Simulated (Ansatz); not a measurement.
# GaP (F-43m) in Ansatz: further runs

Aim: see how the results for GaP move with the level of theory and the settings. Levels: HSE03, PBEsol. Tasks: electrostatic potential, relaxation of cell and atoms.

All numbers are computed with Ansatz 0.2.0; they aren't measurements. Logs are shortened: lines on timing, memory, paths and dates and some standing lists are left out, and cuts for length are marked.

## (1) The structure

The structure is cubic, space group F-43m (No. 216). The conventional cell has a = 5.451 Å, b = 5.451 Å, c = 5.451 Å, α = 90.00°, β = 90.00°, γ = 90.00°. Ga (site symmetry -43m) has 4 P at 2.36 Å as nearest neighbours. P (site symmetry -43m) has 4 Ga at 2.36 Å as nearest neighbours.

## (2) Electrostatic potential, HSE03, spin-orbit coupling, no magnetisation

The input, run.py:

```python
import json

import ase.io
import numpy as np

import ansatz as az

atoms = ase.io.read("POSCAR", format="vasp")

calculation = (
    az.Crystal.from_ase(atoms)
    .calculation()
    .basis(cutoff=500.0)
    .kpoints(5, 5, 5)
    .functional(exchange="pbe", correlation="pbe", exact_fraction=0.25, screening=0.3)
    .pseudopotentials(kind="paw_fr")
    .spin("noncollinear", soc=True)
    .occupations(method="methfessel_paxton", width=0.025)
    .initial_density(chi_scale=0.3)
    .density()
    .potential()
    .output_files(volumetric_format="npy")
    .electron_localization_function()
    .forces()
    .stress()
    .band_table(publish=True)
)
outcome = calculation.run(threads=2, events_out="events.jsonl")

report = outcome.report
for line in open("events.jsonl"):
    event = json.loads(line)
    if event["event"] == "scf_iter":
        d = event["data"]
        print(f"SCF {d['iter']:3d}  HF = {d['harris_foulkes_ev']:.6f} eV  dr2 = {d['dr2_ev']:.2e} eV")
    elif event["event"] in ("relax_step", "md_step"):
        d = event["data"]
        print(f"{event['event']} {d['step']:3d}  E = {d['lagrangian_ev']:.6f} eV")
np.set_printoptions(precision=5, suppress=True, linewidth=110)
print("converged:", report["converged"], "after", report["n_iterations"], "iterations")
print(f"free energy {report['free_energy_ev']:.6f} eV, Fermi level {report['fermi_energy_ev']:.4f} eV")
for key in ("band_edges_ev", "magnetization_mub", "site_moments_mub", "site_moments_nc_mub", "forces_ev_ang",
                "stress_gpa"):
    if report.get(key) is not None:
        print(key, np.array(report[key]), sep="\n")
```

The input, POSCAR:

```
GaP
1.0
    0.0000000000      2.7252500000      2.7252500000
    2.7252500000      0.0000000000      2.7252500000
    2.7252500000      2.7252500000      0.0000000000
Ga P
1 1
Direct
    0.0000000000      0.0000000000      0.0000000000
    0.7500000000      0.7500000000      0.7500000000
```

Potentials or basis: Ansatz PAW.

Started as:

```
$ python run.py
```

The program printed:

```text
DeckWarning: output.stress: scf.convergence.dr2_threshold = 1e-7 eV (the SCF's general default) is looser than the 2e-10 eV advised for a printed stress (1e-10 eV for each atom of the cell: 2). What an SCF threshold leaves in a stress goes as its square root, and in the free energy as the threshold itself, and one threshold admits the most on a small cell: of the crystals measured, under no hybrid functional and no lock of the mo [...]
DeckWarning: output.stress: scf.exx.energy_threshold = 1e-6 eV is looser than the 2e-8 eV advised for a stress under a hybrid functional (1e-8 eV for each atom of the cell: 2). Every SCF of the exchange loop can meet its threshold on dr2 while the loop round them stops early: no threshold on dr2 bounds what that leaves in the stress. Set scf.exx.energy_threshold to 2e-8 eV or tighter. The threshold is the loop's pass mark: a loop [...]
PlacementWarning: RAYON_NUM_THREADS=2 ignored (pool sized by the plan → 2); use plan(threads=…)
SCF   1  HF = -4539.725723 eV  dr2 = 5.79e-01 eV
SCF   2  HF = -4539.636095 eV  dr2 = 2.31e-01 eV
SCF   3  HF = -4539.589159 eV  dr2 = 2.23e-03 eV
SCF   4  HF = -4539.588556 eV  dr2 = 7.96e-04 eV
SCF   5  HF = -4539.588933 eV  dr2 = 4.47e-04 eV
SCF   6  HF = -4539.588726 eV  dr2 = 8.19e-06 eV
SCF   1  HF = -4539.905469 eV  dr2 = 2.87e-02 eV
SCF   2  HF = -4539.892076 eV  dr2 = 7.32e-03 eV
SCF   3  HF = -4539.890734 eV  dr2 = 1.21e-03 eV
SCF   4  HF = -4539.896619 eV  dr2 = 5.73e-04 eV
SCF   5  HF = -4539.896509 eV  dr2 = 5.39e-05 eV
SCF   6  HF = -4539.896518 eV  dr2 = 1.55e-05 eV
SCF   7  HF = -4539.896588 eV  dr2 = 6.54e-06 eV
SCF   8  HF = -4539.896586 eV  dr2 = 5.70e-07 eV
SCF   1  HF = -4539.896376 eV  dr2 = 7.78e-07 eV
SCF   2  HF = -4539.896376 eV  dr2 = 1.29e-07 eV
SCF   3  HF = -4539.896376 eV  dr2 = 1.38e-08 eV
SCF   4  HF = -4539.896376 eV  dr2 = 1.65e-09 eV
converged: True after 18 iterations
free energy -4539.896376 eV, Fermi level 7.8242 eV
band_edges_ev
[6.78109 8.86752]
magnetization_mub
0.0
site_moments_nc_mub
[[0. 0. 0.]
 [0. 0. 0.]]
forces_ev_ang
[[-0.  0.  0.]
 [ 0. -0. -0.]]
stress_gpa
[[ 1.07476  0.       0.     ]
 [-0.       1.07476  0.     ]
 [-0.       0.       1.07476]]
```

Wall time 1.7 min (2 threads of Arm Neoverse V1, shared host); peak memory 1.6 GiB.

What came out:

```
Free energy            : -4539.8964 eV
Pressure               : 1.1 GPa
Band gap on the k mesh : 2.09 eV, indirect (least direct gap 2.60 eV)
```

Levels at points of the mesh, in eV from the valence-band top:
```
           k point  band 14  band 15  band 16  band 17  band 18  band 19  band 20  band 21  band 22  band 23
(0.00, 0.00, 0.00)    -0.09     0.00     0.00     0.00     0.00     2.60     2.60     4.44     4.44     4.60
```

Caveat: odd divisions of the mesh miss points on the zone boundary, where band edges often lie, so the gap on the mesh can be too wide; the PAW data sets were made with another functional, which shifts forces and pressure a little; the thresholds are loose for stress. A k mesh can miss the band edges.

## (3) Relaxation of cell and atoms, PBEsol, spin-orbit coupling, no magnetisation (volume scaled by 0.96)

The input, run.py:

```python
import json

import ase.io
import numpy as np
from ase.calculators.calculator import CalculationFailed, Calculator
from ase.stress import full_3x3_to_voigt_6_stress
from ase.units import GPa
from ase.optimize import BFGS
from ase.filters import FrechetCellFilter

import ansatz as az

class AnsatzCalculator(Calculator):
    implemented_properties = ["energy", "free_energy", "forces", "stress", "magmom"]

    def calculate(self, atoms, properties, system_changes):
        super().calculate(atoms, properties, system_changes)
        structure = atoms.copy()
        structure.set_constraint()
        structure.set_momenta(None)
        structure.set_masses(None)
        outcome = (
            az.Crystal.from_ase(structure)
            .calculation()
            .basis(xc_grid=1)
            .kpoints(7, 7, 7)
            .functional("pbesol")
            .pseudopotentials(kind="paw_fr")
            .spin("noncollinear", soc=True)
            .scf(algorithm="direct_min", tolerance=2e-10)
            .occupations(method="cold", width=0.025)
            .forces()
            .stress()
            .run(threads=2)
        )
        if not outcome.report["converged"]:
            raise CalculationFailed("SCF not converged")
        report = outcome.report
        self.results = {
            "free_energy": report["lagrangian_ev"],
            "energy": report["lagrangian_ev"],
            "forces": np.array(report["forces_ev_ang"]),
            "stress": -GPa * full_3x3_to_voigt_6_stress(report["stress_gpa"]),
            "magmom": report["magnetization_mub"],
        }

np.set_printoptions(precision=5, suppress=True, linewidth=110)
atoms = ase.io.read("GaP.xyz")
atoms.calc = AnsatzCalculator()
BFGS(FrechetCellFilter(atoms)).run(fmax=0.01, steps=30)
print(f"final energy {atoms.get_potential_energy():.6f} eV, volume {atoms.get_volume() / len(atoms):.4f} A^3/atom")
print("stress (GPa)", atoms.get_stress() / GPa)
print("cell (A)", atoms.cell[:], "scaled positions", atoms.get_scaled_positions(wrap=False), sep="\n")
```

The input, GaP.xyz:

```xyz
2
Lattice="0.0000000000 2.6884177822 2.6884177822 2.6884177822 0.0000000000 2.6884177822 2.6884177822 2.6884177822 0.0000000000" Properties=species:S:1:pos:R:3 pbc="T T T"
Ga     0.0000000000      0.0000000000      0.0000000000
P      4.0326266733      4.0326266733      4.0326266733
```

Potentials or basis: Ansatz PAW.

Started as:

```
$ python run.py
```

The program printed:

```text
DeckWarning: basis.ecutwfc = 420 eV, auto-derived from the records' recommended cutoffs: set by Ga (normal level)
PlacementWarning: RAYON_NUM_THREADS=2 ignored (pool sized by the plan → 2); use plan(threads=…)
      Step          Energy          fmax
BFGS:    0    -4484.117586        0.379491
BFGS:    1    -4484.122988        0.286074
BFGS:    2    -4484.130316        0.011006
BFGS:    3    -4484.130327        0.000336
final energy -4484.130327 eV, volume 20.1034 A^3/atom
stress (GPa) [-0.00268 -0.00268 -0.00268 -0.       0.       0.     ]
cell (A)
[[-0.       2.71909  2.71909]
 [ 2.71909 -0.       2.71909]
 [ 2.71909  2.71909  0.     ]]
scaled positions
[[ 0.   -0.   -0.  ]
 [ 0.75  0.75  0.75]]
```

engine_input.yaml:

```text
crystal:
  lattice:
    - [0.0, 2.6884177822, 2.6884177822]
    - [2.6884177822, 0.0, 2.6884177822]
    - [2.6884177822, 2.6884177822, 0.0]
  atoms:
    - { symbol: Ga, position: [0.0, 0.0, 0.0] }
    - { symbol: P, position: [0.75, 0.75, 0.75] }
basis:
  xc_grid: 1
kpoints:
  mp_grid:
    grid: [7, 7, 7]
hamiltonian:
  xc: pbesol
  pseudopotentials:
    kind: paw_fr
magnetization:
  noncollinear: true
  spin_orbit: true
scf:
  algorithm: direct_min
  convergence:
    dr2_threshold: 2.0e-10
  occupations:
    method: cold
    width: 0.025
output:
  forces: true
  stress: true
```

Run time: 30 s. Hardware: 2 threads of Arm Neoverse V1, shared host; peak memory 0.57 GiB.

These settings aren't checked as converged (typed here: scf.algorithm = direct_min; kpoints.mp_grid.grid = 7 × 7 × 7; basis.xc_grid = 1): the numbers below hold their error.

Results:

| Property | Result |
| --- | --- |
| Free energy | -4484.1303 eV |
| Relaxed volume | 20.10 Å³/atom |
| Relaxed cell | a = 3.845 Å, b = 3.845 Å, c = 3.845 Å, α = 60.00°, β = 60.00°, γ = 60.00° |
| Space group after relaxing (to 0.05 Å) | F-43m (No. 216) |
| Energy gained by relaxing | 6.4 meV/atom |
| Ionic steps | 4 |
| Pressure after relaxing | 0.0 GPa |
| Band gap on the k mesh | 1.42 eV, indirect (least direct gap 1.77 eV) |

Caveat: odd divisions of the mesh miss points on the zone boundary, where band edges often lie, so the gap on the mesh can be too wide.
